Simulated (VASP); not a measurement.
# Li2S (Fm-3m) in VASP: settings compared

One crystal, Li2S, is run at these levels: LDA, PBE; tasks: phonons, dielectric tensor.

Program: VASP 6.6.1. These are calculated values, not measurements. Logs are shortened: lines on timing, memory, paths and dates and some standing lists are left out, and cuts for length are marked.

**1. The crystal as given**

Symmetry: Fm-3m, No. 225, cubic system. The conventional cell has a = 5.564 Å, b = 5.564 Å, c = 5.564 Å, α = 90.00°, β = 90.00°, γ = 90.00°. Li (site symmetry -43m) is surrounded by 4 S at 2.41 Å. S (site symmetry m-3m) is surrounded by 8 Li at 2.41 Å.

**2. Phonons, LDA**

File POSCAR:

```
Li2S
1.0
    0.0000000000      2.7821261805      2.7821261805
    2.7821261805      0.0000000000      2.7821261805
    2.7821261805      2.7821261805      0.0000000000
  Li              S
     2     1
Direct
     0.2500000000000000    0.2500000000000000    0.2500000000000000
     0.7500000000000000    0.7500000000000000    0.7500000000000000
     0.0000000000000000    1.0000000000000000    1.0000000000000000
```

File INCAR.step1:

```
ALGO = Fast ; EDIFF = 1E-8
EDIFFG = -0.002 ; ENCUT = 600
GGA = CA ; IBRION = 2
ISIF = 3 ; ISMEAR = 0
KPAR = 2 ; LASPH = True
LCHARG = False ; LREAL = False
LWAVE = False ; NELM = 80
NSW = 40 ; PREC = Accurate
SIGMA = 0.03
```

File INCAR.step2:

```
ALGO = Fast ; EDIFF = 1E-8
ENCUT = 600 ; GGA = CA
IBRION = 6 ; ISIF = 2
ISMEAR = 0 ; KPAR = 2
LASPH = True ; LCHARG = False
LREAL = False ; LWAVE = False
NELM = 80 ; NFREE = 2
NSW = 1 ; POTIM = 0.015
PREC = Accurate ; SIGMA = 0.03
```

File KPOINTS:

```
k-points
0
Gamma
  8 8 8
```

Potentials or basis: VASP PAW LDA potentials, release 64 (Li_sv, S).

The run is started by

```bash
$ cat potpaw_LDA.64/Li_sv/POTCAR potpaw_LDA.64/S/POTCAR > POTCAR
$ cp INCAR.step1 INCAR
$ mpirun -np 2 vasp_std > vasp.out
$ cp CONTCAR POSCAR
$ cp INCAR.step2 INCAR
$ mpirun -np 2 vasp_std > vasp.out
```

OUTCAR:

```text
EDIFF = 1E-8
   ENCUT = 600
   GGA = CA
   IBRION = 6
   ISIF = 2
   ISMEAR = 0
   LASPH = True
   LREAL = False
   NELM = 80
   NFREE = 2
   NSW = 1
   POTIM = 0.015
   PREC = Accurate

 ion  position               nearest neighbor table
   1  0.250  0.250  0.250-   3 2.41   3 2.41   3 2.41   3 2.41
   2  0.750  0.750  0.750-   3 2.41   3 2.41   3 2.41   3 2.41
   3  0.000  0.000  0.000-   2 2.41   2 2.41   2 2.41   1 2.41   2 2.41   1 2.41   1 2.41   1 2.41

  LATTYP: Found a face centered cubic cell.
 ALAT       =     5.5635768546

  Lattice vectors:

 A1 = (   0.0000000000,   2.7817884273,   2.7817884273)
 A2 = (   2.7817884273,   0.0000000000,   2.7817884273)
 A3 = (   2.7817884273,   2.7817884273,   0.0000000000)

Analysis of symmetry for initial positions (statically):
=====================================================================
 Subroutine PRICEL returns:
 Original cell was already a primitive cell.

 Routine SETGRP: Setting up the symmetry group for a
 face centered cubic supercell.

 Subroutine GETGRP returns: Found 48 space group operations
 (whereof 48 operations were pure point group operations)
 out of a pool of 48 trial point group operations.

The static configuration has the point symmetry O_h .

Analysis of symmetry for dynamics (positions and initial velocities):
=====================================================================
 Subroutine PRICEL returns:
 Original cell was already a primitive cell.

 Routine SETGRP: Setting up the symmetry group for a
 face centered cubic supercell.

 Subroutine GETGRP returns: Found 48 space group operations
 (whereof 48 operations were pure point group operations)
 out of a pool of 48 trial point group operations.

The dynamic configuration has the point symmetry O_h .

 Subroutine INISYM returns: Found 48 space group operations
 (whereof 48 operations are pure point group operations),
 and found     1 'primitive' translations

----------------------------------------------------------------------------------------

                                     Primitive cell

  volume of cell :      43.0529

  direct lattice vectors                    reciprocal lattice vectors
     0.000000000  2.781788427  2.781788427    -0.179740485  0.179740485  0.179740485
     2.781788427  0.000000000  2.781788427     0.179740485 -0.179740485  0.179740485
     2.781788427  2.781788427  0.000000000     0.179740485  0.179740485 -0.179740485

  length of vectors
     3.934042922  3.934042922  3.934042922     0.311319652  0.311319652  0.311319652

  position of ions in fractional coordinates (direct lattice)
     0.250000000  0.250000000  0.250000000
     0.750000000  0.750000000  0.750000000
     0.000000000  0.000000000  0.000000000

  ion indices of the primitive-cell ions
   primitive index   ion index
                 1           1
                 2           2
                 3           3

----------------------------------------------------------------------------------------

 KPOINTS: k-points

Automatic generation of k-mesh.
 Grid dimensions read from file:
 generate k-points for:    8    8    8

 Generating k-lattice:

  Cartesian coordinates                     Fractional coordinates (reciprocal lattice)
    -0.022467561  0.022467561  0.022467561     0.125000000  0.000000000  0.000000000
     0.022467561 -0.022467561  0.022467561     0.000000000  0.125000000  0.000000000
     0.022467561  0.022467561 -0.022467561     0.000000000  0.000000000  0.125000000

  Length of vectors
     0.038914956  0.038914956  0.038914956

  Shift w.r.t. Gamma in fractional coordinates (k-lattice)
     0.000000000  0.000000000  0.000000000

[... 65 lines left out ...]
   ISMEAR =     0;   SIGMA  =   0.03  broadening in eV -4-tet -1-fermi 0-gaus
   EFERMI_NEDOS =   21; number of points for ismear=-14 and -15
   IALGO  =     68    algorithm
   IMIX   =      4    mixing-type and parameters
     AMIX     =   0.40;   BMIX     =  1.00
     AMIX_MAG =   1.60;   BMIX_MAG =  1.00
  volume/ion in A,a.u.               =      14.35        96.85
  Fermi-wavevector in a.u.,A,eV,Ry     =   1.069386  2.020846 15.559437  1.143586
  Thomas-Fermi vector in A             =   2.205064
   LORBIT       =      0    0 simple, 1 ext, 2 COOP (PROOUT), +10 PAW based schemes
   GGA     = CA    functional components
   LHFCALC =     F    Hartree Fock is set to
   AEXX    =    0.0000 exact exchange contribution
   IVDW    =     0    specifies the selected vdW correction
   LEPSILON=     F    determine dielectric tensor
   LRPA    =     F    only Hartree local field effects (RPA)
 finite differences with symmetry
 non-spin polarized calculation
 RMM-DIIS sequential band-by-band and
 Gauss-broadening in eV      SIGMA  =   0.03
  energy-cutoff  :      600.00
  volume of cell :       43.05
 maximum number of plane-waves:      1459
   NGX = 15   NGY = 15   NGZ = 15

--------------------------------------- Ionic step        1  -------------------------------------------

 number of electron      12.0000010 magnetization

 Free energy of the ion-electron system (eV)
  ---------------------------------------------------
  ext. energy  EPLUGINS =         0.00000000
  ---------------------------------------------------
  free energy    TOTEN  =       -13.01402028 eV

  energy without entropy =      -13.01402028  energy(sigma->0) =      -13.01402028

------------------------ aborting loop because EDIFF is reached ----------------------------------------

  FORCE on cell =-STRESS in cart. coord.  units (eV):
  Direction    XX          YY          ZZ          XY          YZ          ZX
  --------------------------------------------------------------------------------------
  -------------------------------------------------------------------------------------
  Total       -0.0032858     -0.0032858     -0.0032858     -0.0000000      0.0000000      0.0000000
  in kB       -0.1222784     -0.1222784     -0.1222784     -0.0000000      0.0000000      0.0000000
  external PRESSURE =      -0.1222784 kB  Pullay stress =       0.0000000 kB
[... 135 lines left out ...]
--------------------------------------- Ionic step        5  -------------------------------------------

 number of electron      12.0000011 magnetization

 Free energy of the ion-electron system (eV)
  ---------------------------------------------------
  ext. energy  EPLUGINS =         0.00000000
  ---------------------------------------------------
  free energy    TOTEN  =       -13.01351130 eV

  energy without entropy =      -13.01351130  energy(sigma->0) =      -13.01351130

 E-fermi :   1.9973     XC(G=0):  -9.0966

 val. band max:        1.8505281342   @ k =   0.0000   0.0000   0.0000
 cond. band min:       4.9634096872   @ k =   0.5000   0.5000   0.0000
 fundamental gap:      3.1128815530
 Fermi energy:         1.9973155679

 k-point     1 :       0.0000    0.0000    0.0000
  band No.  band energies     occupation
      1     -41.2399      2.00000
      2     -41.1760      2.00000
      3      -9.3183      2.00000
      4       1.8498      2.00000
      5       1.8498      2.00000
      6       1.8505      2.00000
      7       6.2950      0.00000
      8       7.8854      0.00000
      9       7.8858      0.00000
     10       7.8858      0.00000
[... 287 lines left out ...]
 k-point    24 :      -0.3750    0.2500    0.1250
  band No.  band energies     occupation
      1     -41.2062      2.00000
      2     -41.2062      2.00000
      3      -8.7506      2.00000
      4      -1.0067      2.00000
      5       0.4703      2.00000
      6       0.8147      2.00000
      7       7.6138      0.00000
      8       8.5315      0.00000
      9      10.2889      0.00000
     10      10.9992      0.00000

 [... further k-points ...]

------------------------ aborting loop because EDIFF is reached ----------------------------------------

  FORCE on cell =-STRESS in cart. coord.  units (eV):
  Direction    XX          YY          ZZ          XY          YZ          ZX
  --------------------------------------------------------------------------------------
  -------------------------------------------------------------------------------------
  Total       -0.0024839     -0.0010430     -0.0010430      0.0000000     -0.0000000     -0.0000000
  in kB       -0.0924371     -0.0388147     -0.0388147      0.0000000     -0.0000000     -0.0000000
  external PRESSURE =      -0.0566889 kB  Pullay stress =       0.0000000 kB
[... 18 lines left out ...]
  FREE ENERGIE OF THE ION-ELECTRON SYSTEM (eV)
  ---------------------------------------------------
  free  energy   TOTEN  =       -13.0135112987 eV

  energy  without entropy=      -13.0135112987  energy(sigma->0) =      -13.01351130

 INTERNAL STRAIN TENSORS FROM DISPLACED ATOMS
 ============================================

 INTERNAL STRAIN TENSOR FOR ION    1 for displacements in x,y,z  (eV/Angst):
          X           Y           Z          XY          YZ          ZX
  --------------------------------------------------------------------------------
  x     0.00000     0.00000     0.00000     0.00000    -1.61656     0.00000
  y     0.00000     0.00000     0.00000     0.00000     0.00000    -1.61656
  z     0.00000     0.00000     0.00000    -1.61656     0.00000     0.00000

 INTERNAL STRAIN TENSOR FOR ION    3 for displacements in x,y,z  (eV/Angst):
          X           Y           Z          XY          YZ          ZX
  --------------------------------------------------------------------------------
  x     0.00000     0.00000     0.00000     0.00000     0.00000     0.00000
  y     0.00000     0.00000     0.00000     0.00000     0.00000     0.00000
  z     0.00000     0.00000     0.00000     0.00000     0.00000     0.00000

 Eigenvectors and eigenvalues of the dynamical matrix
 ----------------------------------------------------

   1 f  =   12.003523 THz    75.420362 2PiTHz  400.394441 cm-1    49.642561 meV
             X         Y         Z           dx          dy          dz
      1.390894  1.390894  1.390894     0.505434   -0.494506    0.000000
      4.172683  4.172683  4.172683    -0.505434    0.494506   -0.000000
      0.000000  0.000000  0.000000    -0.000000    0.000000    0.000000
[... 43 lines left out ...]
   9 f/i=    0.021177 THz     0.133059 2PiTHz    0.706387 cm-1     0.087581 meV
             X         Y         Z           dx          dy          dz
      1.390894  1.390894  1.390894    -0.079632   -0.326072   -0.196291
      4.172683  4.172683  4.172683    -0.079632   -0.326072   -0.196291
      0.000000  0.000000  0.000000    -0.171052   -0.700410   -0.421637

 ELASTIC MODULI CONTR FROM IONIC RELAXATION (kBar)
 Direction    XX          YY          ZZ          XY          YZ          ZX
 --------------------------------------------------------------------------------
 XX          -0.0000     -0.0000     -0.0000      0.0000      0.0000      0.0000
 YY          -0.0000     -0.0000     -0.0000      0.0000      0.0000      0.0000
 ZZ          -0.0000     -0.0000     -0.0000      0.0000      0.0000      0.0000
 XY           0.0000      0.0000      0.0000    -47.0636     -0.0000     -0.0000
 YZ           0.0000      0.0000      0.0000     -0.0000    -47.0636     -0.0000
 ZX           0.0000      0.0000      0.0000     -0.0000     -0.0000    -47.0636
 --------------------------------------------------------------------------------
```

Wall time 1.9 min (2 MPI ranks of AMD EPYC 7R13 (Zen 3), shared host); peak memory 0.18 GiB.

What came out:

* Highest phonon frequency at Γ, LO-TO splitting left out: 400 cm⁻¹

Phonon frequencies in cm⁻¹ (negative: imaginary):
| q point | frequencies |
| --- | --- |
| (0.000, 0.000, 0.000) | -1 -1 -1 356 356 356 400 400 400 |

Caveat: the cutoff is under 1.25 times the usual one of these potentials, so pressure, stress and relaxed cells hold a basis-set (Pulay) error.

**3. Dielectric tensor, LDA**

File INCAR:

```
ALGO = Fast ; EDIFF = 1E-8
ENCUT = 600 ; GGA = CA
ISIF = 2 ; ISMEAR = 0
KPAR = 2 ; LASPH = True
LCHARG = False ; LEPSILON = True
LREAL = False ; LWAVE = False
NELM = 80 ; PREC = Accurate
SIGMA = 0.03
```

File KPOINTS:

```
k-points
0
Monkhorst-Pack
  14 14 14
```

File POSCAR:

```
Li2S                                    
1.0
    0.0000000000      2.7817884273      2.7817884273
    2.7817884273      0.0000000000      2.7817884273
    2.7817884273      2.7817884273      0.0000000000
  Li              S             
     2     1
Direct
     0.2500000000000000    0.2500000000000000    0.2500000000000000
     0.7500000000000000    0.7500000000000000    0.7500000000000000
     0.0000000000000000    0.0000000000000000    1.0000000000000000
```

Potentials or basis: VASP PAW LDA potentials, release 64 (Li_sv, S).

The run is started by

```bash
$ cat potpaw_LDA.64/Li_sv/POTCAR potpaw_LDA.64/S/POTCAR > POTCAR
$ mpirun -np 2 vasp_std > vasp.out
```

OUTCAR:

```text
EDIFF = 1E-8
   ENCUT = 600
   GGA = CA
   ISIF = 2
   ISMEAR = 0
   LASPH = True
   LEPSILON = True
   LREAL = False
   NELM = 80
   PREC = Accurate

 ion  position               nearest neighbor table
   1  0.250  0.250  0.250-   3 2.41   3 2.41   3 2.41   3 2.41
   2  0.750  0.750  0.750-   3 2.41   3 2.41   3 2.41   3 2.41
   3  0.000  0.000  0.000-   2 2.41   2 2.41   2 2.41   1 2.41   1 2.41   1 2.41   2 2.41   1 2.41

  LATTYP: Found a face centered cubic cell.
 ALAT       =     5.5635768546

  Lattice vectors:

 A1 = (   0.0000000000,   2.7817884273,   2.7817884273)
 A2 = (   2.7817884273,   0.0000000000,   2.7817884273)
 A3 = (   2.7817884273,   2.7817884273,   0.0000000000)

Analysis of symmetry for initial positions (statically):
=====================================================================
 Subroutine PRICEL returns:
 Original cell was already a primitive cell.

 Routine SETGRP: Setting up the symmetry group for a
 face centered cubic supercell.

 Subroutine GETGRP returns: Found 48 space group operations
[... 539 lines left out ...]
  ---------------------------------------------------
  free energy    TOTEN  =        -0.39416016 eV

  energy without entropy =       -0.39416016

------------------------ aborting loop because EDIFF is reached ----------------------------------------

 PIEZOELECTRIC TENSOR FIELD DIRECTION 3  (e Angst)
 -----------------------------------------------------------------------------
    -0.00043  0.00000 -0.00000           ( -0.00000  0.00000 -0.00000)
     0.00000 -0.00043  0.00000           (  0.00000 -0.00000  0.00000)
     0.00000 -0.00000 -0.00044           ( -0.00000  0.00000 -0.00000)

 PIEZOELECTRIC TENSOR FIELD DIRECTION 3  (C/m^2)
 -----------------------------------------------------------------------------
    -0.00016  0.00000 -0.00000
     0.00000 -0.00016  0.00000
     0.00000 -0.00000 -0.00016

 MACROSCOPIC STATIC DIELECTRIC TENSOR (including local field effects in DFT)
 ------------------------------------------------------
           4.019914    -0.000000    -0.000000
          -0.000000     4.019914     0.000000
           0.000000    -0.000000     4.019914
 ------------------------------------------------------

 PIEZOELECTRIC TENSOR (including local field effects)  for field in x, y, z        (e  Angst)
          XX          YY          ZZ          XY          YZ          ZX
  --------------------------------------------------------------------------------
  x     0.00000     0.00000     0.00000     0.00000     0.00000     0.00000
  y     0.00000     0.00000     0.00000     0.00000     0.00000     0.00000
  z     0.00000     0.00000     0.00000     0.00000     0.00000     0.00000

 PIEZOELECTRIC TENSOR (including local field effects)  for field in x, y, z        (C/m^2)
          XX          YY          ZZ          XY          YZ          ZX
  --------------------------------------------------------------------------------
  x     0.00000     0.00000     0.00000     0.00000     0.00000     0.00000
  y     0.00000     0.00000     0.00000     0.00000     0.00000     0.00000
  z     0.00000     0.00000     0.00000     0.00000     0.00000     0.00000

 BORN EFFECTIVE CHARGES (including local field effects) (in |e|, cummulative output)
 ---------------------------------------------------------------------------------
 ion    1
    1     0.91372     0.00000     0.00000
    2     0.00000     0.91372     0.00000
    3     0.00000     0.00000     0.91372
 ion    2
    1     0.91372     0.00000     0.00000
    2     0.00000     0.91372     0.00000
    3     0.00000     0.00000     0.91372
 ion    3
    1    -1.82744     0.00000    -0.00000
    2    -0.00000    -1.82744     0.00000
    3     0.00000    -0.00000    -1.82744
```

Run time: 38 min. Hardware: 2 MPI ranks of AMD EPYC 7R13 (Zen 3), shared host; peak memory 0.92 GiB.

What came out:

```
Electronic dielectric tensor (diagonal) : 4.02
Born charges (mean of the diagonal)     : Li +0.91; S -1.83 e
```

Levels at points of the mesh, in eV from the valence-band top:
```csv
k point,band 4,band 5,band 6,band 7,band 8,band 9
"(0.04, 0.04, 0.04)",-0.05,0.00,0.00,4.50,6.07,6.07
```

Electronic dielectric tensor:
```
4.02 0.00 0.00
0.00 4.02 0.00
0.00 0.00 4.02
```

Born effective charge tensors (e):
atom 1, Li
```
0.91 0.00 0.00
0.00 0.91 0.00
0.00 0.00 0.91
```
atom 2, Li
```
0.91 0.00 0.00
0.00 0.91 0.00
0.00 0.00 0.91
```
atom 3, S
```
-1.83  0.00  0.00
 0.00 -1.83  0.00
 0.00  0.00 -1.83
```

Caveat: the cutoff is under 1.25 times the usual one of these potentials, so pressure, stress and relaxed cells hold a basis-set (Pulay) error.

(Continued in part 2 of 2.)
